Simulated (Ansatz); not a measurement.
Runs of Ansatz 0.2.0 on AlRu. Symmetry: Pm-3m, No. 221, cubic system. Conventional cell: a = 2.992 Å, b = 2.992 Å, c = 2.992 Å, α = 90.00°, β = 90.00°, γ = 90.00°. Ru (site symmetry m-3m) is surrounded by 8 Al at 2.59 Å. Around Al (site symmetry m-3m) lie 8 Ru at 2.59 Å. 

```tsv
task	level	spin	cell	k mesh	points for each segment of the path	gap on the mesh (eV)	pressure (GPa)	relaxed volume (Å³/atom)
band structure	PBEsol	off	as given	9 × 9 × 9	14	none	(b)	-
relaxation of cell and atoms	LDA	off	relaxed	9 × 9 × 9	-	none	0.0	(a)
relaxation of cell and atoms	PBEsol	off	relaxed	9 × 9 × 9	-	none	0.0	13.18
band structure	LDA	off	as given	9 × 9 × 9	14	none	-8.2	-
band structure	LDA	SOC, no magnetisation	as given	7 × 7 × 7	14	none	-8.1	-
```

Alike in all rows: potentials or basis Ansatz PAW; cutoff (eV) 420; smearing fermi-dirac 0.05 eV.

Fill in the values left out.

(a) 12.88; (b) -3.3.

Caveats: the PAW data sets come from PBE, with cores solved anew for the run's functional, which leaves a small shift of forces and pressure; the plane-wave basis is chosen anew once the cell has moved, so the energies of steps on either side of that aren't comparable (some runs).

A k mesh can miss the band edges, and rows without SOC leave out spin-orbit coupling on Ru.

A gap of «none» marks a metal or a gap under the smearing width.

Runs at the PBE level aren't shown here.
